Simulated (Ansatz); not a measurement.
# TiO2 (Anatase) (I4_1/amd) in Ansatz: notebook, part 2 of 2

Ansatz 0.2.0.

### 3 Relaxation of the atoms, PBE (strained by +4 %)

File input.yaml:

```yaml
crystal:
  lattice:
    - [-1.967784, 1.967784, 4.7573]
    - [1.967784, -1.967784, 4.7573]
    - [1.967784, 1.967784, -4.7573]
  atoms:
    - { symbol: Ti, position: [0.75, 0.25, 0.5] }
    - { symbol: Ti, position: [0.0, 0.0, 0.0] }
    - { symbol: O, position: [0.7919, 0.7919, 0.0] }
    - { symbol: O, position: [0.5419, 0.0419, 0.5] }
    - { symbol: O, position: [0.9581, 0.4581, 0.5] }
    - { symbol: O, position: [0.2081, 0.2081, 0.0] }
hamiltonian:
  xc: pbe
  pseudopotentials: { kind: paw }
kpoints:
  mp_grid: { grid: [7, 7, 7] }
scf:
  occupations: { method: fermi_dirac, width: 0.05 }
output:
  forces: true
  stress: true
  eigenvalues: true
relax:
  f_tol: 0.01
  max_steps: 40
```

Potentials or basis: Ansatz PAW.

Command:

```
> ansatz run input.yaml --threads 2 --pin off --max-ram 5632MiB --backend cpu --events-out ev --progress --plain --runs-dir out
```

What it wrote:

```text
Warning: output.stress: scf.convergence.dr2_threshold = 1e-7 eV (the SCF's general default) is looser than the 6e-10 eV advised for a printed stress (1e-10 eV for each atom of the cell: 6). What an SCF threshold leaves in a stress goes as its square root, and in the free energy as the threshold itself, and one threshold admits the most on a small cell: of the crystals measured, under no hybrid functional and no lock of the moments, on runs that ended without the residual-converged pass, on stresses that held no estimate of that error, the worst erred by over 100 MPa in a component at 1e-7 eV an atom and by under 5 at 1e-10. Every solve of this run answers to scf.convergence.dr2_threshold, and the tensor of one is reported: a single SCF on the reported geometry and on this run's grids (its basis.xc_grid and basis.ecutrho_ratio typed), with scf.convergence.dr2_threshold at 6e-10 eV or tighter, prints it and tightens no other solve. Else set scf.convergence.dr2_threshold to 6e-10 eV or tighter. The threshold is an SCF's pass mark: one that does not reach it within its budget of iterations ends unconverged, or closes short of it on a stop that the run arms, and scf.convergence.dr2_threshold's page says what that costs each kind of run
Warning: RAYON_NUM_THREADS=2 ignored (pool sized by the plan → 2); use --threads N
Engine: ansatz 0.2.0, aarch64-unknown-linux-gnu
Pseudopotentials: kind: paw
Pseudopotential: Ti, paw, valence charge 12, recommended cutoff 420 eV (normal), Ti.paw.azcp
Pseudopotential: O, paw, valence charge 6, recommended cutoff 420 eV (normal), O.paw.azcp
Functional definition: PBE
  parameter kappa = 0.804
  parameter beta = 0.06672455060314922
  exchange = pbe_x(kappa = kappa, mu = beta*pi^2/3)
  correlation = pbe_c(beta = beta)
Crystal: 6 atoms, lattice volume = 73.684 Å³
Basis set: ecut = 420 eV, 1459 PW (Γ), exchange–correlation on 80×80×80 points (8 copies of the dense FFT grid, shifted against one another)
Bands: 30, of which v1, the nominal top of the filled ones, is band 24 counted from 1 (23 counted from 0)
Symmetry: 16 space group operations
Space group: I41/amd (ITA 141), of the structure as read, at distance tolerance 4.2e-5 Å
k-points: 40 of 343
Non-local potential: Ti, projectors of the file, l = 0: 3, l = 1: 2, l = 2: 3, l = 3: 1
Non-local potential: O, projectors of the file, l = 0: 2, l = 1: 2, l = 2: 1
PAW form: soft (Blöchl's): semilocal exchange-correlation on the pseudo side does not see the compensation charge
PAW one-centre angular grid: Ti, 590 points (default); XC on 64 Gauss nodes
PAW one-centre angular grid: O, 110 points (default); XC on 64 Gauss nodes
Initial density: superposition of atomic densities (neutral atoms: chi_scale 0, normalization atom), corrected by the library's trained network
Initial wavefunctions: pseudopotential atomic-orbital guess
Functional: x = pbe(κ = 0.804, μ = 0.2195149727645171), c = pbe(β = 0.06672455060314922)
SCF iter   1: F=—  HF=-7277.321626 eV  |F-HF|=—  |Δ(HF+E_count)|=         —  Δρ=2.93e-3  dr2=2.12e-3  ethr=1.77e-3  ⟨swp⟩=4.3  Hψ=4823  notcnv=0
preconditioner: auto → none  [insulator: Δε(μ)=1.934 eV  Ē_g=9.132 eV  σ=0.050 eV  W_gap=1.00  n_scr=14 (ndim 8)  ℏωp=24.5 eV  f_vac=0.116  D(μ)=0.00/eV (n_scr^D=0)  ε∞_Penn≈8.2]
SCF iter   2: F=—  HF=-7277.323118 eV  |F-HF|=—  |Δ(HF+E_count)|=   1.49e-3  Δρ=1.91e-3  dr2=1.69e-3  ethr=4.41e-6  ⟨swp⟩=2.0  Hψ=2012  notcnv=0  defer=6
SCF iter   3: F=—  HF=-7277.323510 eV  |F-HF|=—  |Δ(HF+E_count)|=   3.93e-4  Δρ=1.59e-3  dr2=1.66e-3  ethr=3.52e-6  ⟨swp⟩=2.0  Hψ=1780  notcnv=0  defer=8
SCF iter   4: F=—  HF=-7277.323505 eV  |F-HF|=—  |Δ(HF+E_count)|=   5.30e-6  Δρ=2.02e-4  dr2=8.96e-6  ethr=3.47e-6  ⟨swp⟩=2.0  Hψ=1532  notcnv=0  defer=8
iter 5 did not close the SCF: its close was put off for the readings that it lacked (scf_convergence_deferred on its scf_iter line)
SCF iter   5: F=-7277.323524 eV  HF=-7277.323524 eV  |F-HF|=1.32e-7  |Δ(HF+E_count)|=   1.92e-5  Δρ=4.29e-5  dr2=5.35e-7  ethr=1.87e-8  ⟨swp⟩=2.0  Hψ=2020  notcnv=0  defer=8
SCF iter   6: F=-7277.323525 eV  HF=-7277.323524 eV  |F-HF|=3.31e-8  |Δ(HF+E_count)|=   2.52e-7  Δρ=1.43e-5  dr2=4.66e-8  ethr=1.11e-9  ⟨swp⟩=5.3  Hψ=4350  notcnv=0
SCF 1 converged in 6 iterations: F = -7277.323525 eV  dr2 = 4.66e-8
relax step   1: F+E_penalty+E_count = -7277.32352451 eV  Δ(F+E_penalty+E_count) = +0.000e0 eV  max|allowed force component| = 3.153e-2 eV/Å  Δτ_max = 0.0000 Å  (6 SCF iters, dr2 threshold 2.50e-6 eV, accepted)
Initial density: handed on by an earlier stage of this run
Initial wavefunctions: those handed on with the density
iter 1 solved again at ethr=1.88e-8 eV; its pass at ethr=3.10e-3 eV (dr2=9.03e-6 eV) is discarded
SCF iter   1: F=—  HF=-7277.323678 eV  |F-HF|=—  |Δ(HF+E_count)|=         —  Δρ=1.26e-4  dr2=9.43e-6  ethr=1.88e-8  ⟨swp⟩=2.0  Hψ=3562  notcnv=0
preconditioner: auto → none  [insulator: Δε(μ)=1.925 eV  Ē_g=9.119 eV  σ=0.050 eV  W_gap=1.00  n_scr=14 (ndim 8)  ℏωp=24.5 eV  f_vac=0.116  D(μ)=0.00/eV (n_scr^D=0)  ε∞_Penn≈8.2]
SCF iter   2: F=—  HF=-7277.323624 eV  |F-HF|=—  |Δ(HF+E_count)|=   5.43e-5  Δρ=4.98e-5  dr2=9.61e-7  ethr=1.88e-8  ⟨swp⟩=2.0  Hψ=1660  notcnv=0
SCF iter   3: F=—  HF=-7277.323624 eV  |F-HF|=—  |Δ(HF+E_count)|=   1.04e-7  Δρ=3.69e-5  dr2=9.71e-7  ethr=2.08e-10  ⟨swp⟩=6.2  Hψ=4771  notcnv=0
SCF iter   4: F=—  HF=-7277.323624 eV  |F-HF|=—  |Δ(HF+E_count)|=   1.27e-7  Δρ=1.81e-5  dr2=1.87e-7  ethr=2.00e-9  ⟨swp⟩=2.0  Hψ=1596  notcnv=0
SCF iter   5: F=-7277.323624 eV  HF=-7277.323624 eV  |F-HF|=6.65e-9  |Δ(HF+E_count)|=   1.59e-8  Δρ=5.56e-6  dr2=1.31e-8  ethr=2.08e-10  ⟨swp⟩=4.5  Hψ=3758  notcnv=0
SCF 2 converged in 5 iterations: F = -7277.323624 eV  dr2 = 1.31e-8
relax step   2: F+E_penalty+E_count = -7277.32362404 eV  Δ(F+E_penalty+E_count) = -9.953e-5 eV  max|allowed force component| = 1.645e-2 eV/Å  Δτ_max = 0.0010 Å  (5 SCF iters, accepted)
SCF iter   1: F=—  HF=-7277.323714 eV  |F-HF|=—  |Δ(HF+E_count)|=         —  Δρ=1.32e-4  dr2=1.06e-5  ethr=2.35e-7  ⟨swp⟩=2.0  Hψ=2429  notcnv=0
preconditioner: auto → none  [insulator: Δε(μ)=1.921 eV  Ē_g=9.117 eV  σ=0.050 eV  W_gap=1.00  n_scr=14 (ndim 8)  ℏωp=24.5 eV  f_vac=0.116  D(μ)=0.00/eV (n_scr^D=0)  ε∞_Penn≈8.2]
SCF iter   2: F=—  HF=-7277.323662 eV  |F-HF|=—  |Δ(HF+E_count)|=   5.26e-5  Δρ=5.27e-5  dr2=1.05e-6  ethr=2.21e-8  ⟨swp⟩=2.2  Hψ=2001  notcnv=0
SCF iter   3: F=—  HF=-7277.323662 eV  |F-HF|=—  |Δ(HF+E_count)|=   6.45e-9  Δρ=2.06e-5  dr2=2.26e-7  ethr=2.18e-9  ⟨swp⟩=2.8  Hψ=2315  notcnv=0
SCF iter   4: F=—  HF=-7277.323662 eV  |F-HF|=—  |Δ(HF+E_count)|=   5.53e-8  Δρ=2.42e-5  dr2=4.34e-7  ethr=2.08e-10  ⟨swp⟩=6.0  Hψ=4668  notcnv=0
SCF iter   5: F=-7277.323662 eV  HF=-7277.323662 eV  |F-HF|=1.57e-8  |Δ(HF+E_count)|=   6.65e-8  Δρ=6.04e-6  dr2=2.08e-8  ethr=2.08e-10  ⟨swp⟩=2.9  Hψ=4156  notcnv=0
SCF 3 converged in 5 iterations: F = -7277.323662 eV  dr2 = 2.08e-8
relax step   3: F+E_penalty+E_count = -7277.32366177 eV  Δ(F+E_penalty+E_count) = -3.773e-5 eV  max|allowed force component| = 1.398e-4 eV/Å  Δτ_max = 0.0011 Å  (5 SCF iters, accepted)
SCF converged after 5 iterations
Free energy (F): -7277.323662 eV
Harris-Foulkes:  -7277.323662 eV  (|F-HF|=1.57e-8)
Internal energy: -7277.323662 eV  (E = F + TS)
E sigma→0 (E₀):  -7277.323662 eV
Fermi energy:    7.281824 eV
--- Per-component energies (eV) ---
  E_band       = -503.498781
  E_kinetic    = 1237.201001
  E_local      = -3705.518913  (includes V_loc(G=0)·N_el)
  E_nonlocal   = 195.963346
  E_hartree    = 1431.615293
  E_xc         = -490.264888
  E_vxc        = -620.605743  (∫ρ·V_xc dr)
  E_paw        = -2720.476902  (= ΣΔE_a)
  E_vpaw       = -473.780906  (= ΣTr[D̂ρ^β])
  E_aug_tail   = 0.010110  (compensation charges beyond the density's cutoff)
  E_ewald      = -3225.852709
  E_smearing   = -0.000000  (= −TS)
  E_closure    = 0.000000  (closes the sum)
  Σ components = -7277.323662   (vs F -7277.323662, Δ=0.00e0)
--- Forces (eV/Å), atoms counted from 1 ---
  atom   1  Ti     0.00000000    -0.00000000     0.00000000
  atom   2  Ti     0.00000000    -0.00000000     0.00000000
  atom   3  O     -0.00000000     0.00000000    -0.00013979
  atom   4  O     -0.00000000     0.00000000    -0.00013979
  atom   5  O     -0.00000000     0.00000000     0.00013979
  atom   6  O      0.00000000     0.00000000     0.00013979
  max |Σ_I F_I| component: 3.47e-18 eV/Å
--- Stress (GPa, compression-positive) ---
      -11.771366       0.000000       0.000000
        0.000000     -11.771366       0.000000
        0.000000      -0.000000      -4.757456
  P = ⅓ Tr σ = -9.4334 GPa (-94.334 kbar)
--- Band table (eV; the first three rows and the last of 40) ---
  k-point 0: bands = ["-50.3244", "-50.2763", "-26.7088", "-26.5228", "-26.5228", "-26.4598", "-26.4598", "-26.3990", "-11.0558", "-10.1016", "-9.9872", "-9.6555", "2.6017", "2.6017", "2.6603", "3.2563", "4.2457", "4.3153", "4.3153", "5.6317", "5.6317", "5.6467", "5.8829", "5.8829", "8.2073", "8.9289", "9.8704", "9.8704", "9.9219", "9.9219"]
  k-point 1: bands = ["-50.3216", "-50.2783", "-26.7073", "-26.5497", "-26.5288", "-26.4727", "-26.4571", "-26.3925", "-10.9014", "-10.0232", "-9.9315", "-9.6286", "2.2872", "2.4528", "2.6204", "3.2763", "4.0274", "4.3903", "4.3929", "5.1249", "5.1801", "5.2905", "5.7052", "6.0124", "8.8439", "9.0120", "9.3208", "9.6790", "9.7303", "9.9296"]
  k-point 2: bands = ["-50.3140", "-50.2841", "-26.7021", "-26.6041", "-26.5405", "-26.5028", "-26.4462", "-26.3905", "-10.5121", "-9.8724", "-9.7931", "-9.5767", "1.8845", "2.2133", "2.5041", "3.4252", "3.5316", "3.7313", "3.9298", "4.1627", "4.3531", "5.5549", "5.6431", "6.0897", "9.1116", "9.2081", "9.4229", "9.7865", "9.8907", "10.2831"]
  k-point 39: bands = ["-50.3014", "-50.2990", "-26.5939", "-26.5644", "-26.5408", "-26.5169", "-26.4409", "-26.4373", "-10.4999", "-10.4074", "-9.9110", "-9.8678", "2.3663", "2.6992", "2.9525", "2.9729", "4.1719", "4.3418", "4.7761", "5.0846", "5.0990", "5.4109", "5.8748", "5.9074", "8.6595", "8.8785", "9.5655", "9.6043", "9.7018", "10.1854"]
--- Relaxed structure (3 steps of the walk, 3 accepted, 0 SCFs on fresh bases) ---
  F+E_penalty+E_count = -7277.32366177 eV   max|allowed force component| = 1.398e-4 eV/Å
  atoms:
    - { symbol: Ti, position: [0.75, 0.25, 0.5] }
    - { symbol: Ti, position: [-3.798380637775993e-21, -3.7983806377759925e-21, 3.775375903654495e-36] }
    - { symbol: O, position: [0.7916716571316857, 0.7916716571316857, 4.5400089980655324e-36] }
    - { symbol: O, position: [0.5416716571316856, 0.04167165713168565, 0.49999999999999994] }
    - { symbol: O, position: [0.9583283428683143, 0.45832834286831436, 0.5] }
    - { symbol: O, position: [0.2083283428683144, 0.2083283428683144, -5.01790468207243e-36] }
```

Run time: 9.6 s. Hardware: 2 threads of Arm Neoverse V1, shared host; peak memory 0.41 GiB.

Results:

```
Free energy               : -7277.3237 eV
Energy gained by relaxing : 0.0 meV/atom
Ionic steps               : 3
Pressure after relaxing   : -9.4 GPa
Band gap on the k mesh    : 1.92 eV, indirect (least direct gap 2.25 eV)
```

Stress tensor (GPa, compression positive):
```
-11.77   0.00   0.00
  0.00 -11.77   0.00
  0.00   0.00  -4.76
```

The path:
```tsv
step	energy change (eV)	largest force (eV/Å)
1	0.0000	0.0315
2	-0.0001	0.0165
3	-0.0001	0.0001
```

Final structure:
```
Ti O
1.0
    -1.96778    1.96778    4.75730
     1.96778   -1.96778    4.75730
     1.96778    1.96778   -4.75730
Ti O
2 4
Direct
  0.75000 0.25000 0.50000
  0.00000 0.00000 0.00000
  0.79167 0.79167 0.00000
  0.54167 0.04167 0.50000
  0.95833 0.45833 0.50000
  0.20833 0.20833 0.00000
```

Caveat: odd divisions of the mesh miss points on the zone boundary, where band edges often lie, so the gap on the mesh can be too wide; the pressure holds a Pulay correction of +0.6 GPa for the finite cutoff; the thresholds are loose for stress. A k mesh can miss the band edges.
